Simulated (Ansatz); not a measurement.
## Relativistic treatment of KF

```yaml
crystal:
  lattice:
    - [0.00000, 2.67350, 2.67350]
    - [2.67350, 0.00000, 2.67350]
    - [2.67350, 2.67350, 0.00000]
  atoms:
    - { symbol: K, position: [0.00000, 0.00000, 0.00000] }
    - { symbol: F, position: [0.50000, 0.50000, 0.50000] }
```

Atoms are numbered in the order listed.

Conventional cell: a = 5.347 Å, b = 5.347 Å, c = 5.347 Å, α = 90.00°, β = 90.00°, γ = 90.00°. K (atom 1) is surrounded by 6 F at 2.67 Å. Around F (atom 2) lie 6 K at 2.67 Å.

The cell is COD entry 9008652, as deposited and not checked against the literature; nothing was relaxed.

One fixed cell is solved with PBE by full-potential LAPW in Ansatz 0.2.0 under different relativistic treatments. Pressure is positive in compression.

Sampling and basis: a Γ-centred 9×9×9 k mesh, Fermi–Dirac smearing of 0.01 eV, basis error target 1 meV/atom, no spin polarisation.

```
            setting  P (GPa)  gap over the k mesh and a high-symmetry path (eV)  lowest level at Γ above −25 eV, from the valence-band top or, without a gap, the Fermi level (eV)
scalar-relativistic        ?                                                  ?                                                                                             -18.65
   non-relativistic     1.37                                               6.24                                                                                             -18.56
```

Task: Give the missing entry: row "scalar-relativistic", column "gap over the k mesh and a high-symmetry path (eV)".

Result: 6.17.

Task: Give the missing entry: row "scalar-relativistic", column "P (GPa)".

Result: 1.32.
